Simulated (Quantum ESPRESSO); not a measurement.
Runs of Quantum ESPRESSO 7.5 on InP. The structure is cubic, space group F-43m (No. 216). The conventional cell has a = 5.861 Å, b = 5.861 Å, c = 5.861 Å, α = 90.00°, β = 90.00°, γ = 90.00°. In (site symmetry -43m) is surrounded by 4 P at 2.54 Å. P (site symmetry -43m) is surrounded by 4 In at 2.54 Å. 

| task | level | potentials or basis | spin | form of the LDA correlation | gap on the mesh (eV) | pressure (GPa) | V0 of scaled cells (Å³/atom) | B0 (GPa) |
| --- | --- | --- | --- | --- | --- | --- | --- | --- |
| band structure | LDA | PseudoDojo 0.4.1 SR LDA standard | off | PW92 | 0.49 | -1.3 | - | - |
| band structure | PBE | PseudoDojo 0.4 FR PBE standard | SOC, no magnetisation | - | (c) | (b) | - | - |
| band structure | PBEsol | PseudoDojo 0.4.1 SR PBEsol standard | off | - | 0.61 | 0.7 | - | - |
| equation of state | PBEsol | PseudoDojo 0.4.1 SR PBEsol standard | off | - | - | - | 25.43 | (a) |
| equation of state | LDA | PseudoDojo 0.4.1 SR LDA standard | off | PW92 | - | - | 24.67 | 71 |

Alike in all rows: cell as given; k mesh 8 × 8 × 8; cutoff (eV) 952; smearing fermi-dirac 0.05 eV.

Problem. Fill in the values left out.

Solution. (a) 67; (b) 3.4; (c) 0.68.

Caveats: spin-orbit coupling is left out, which moves the levels of the heavy elements (some runs).

A k mesh can miss the band edges, and rows without SOC leave out spin-orbit coupling on In.
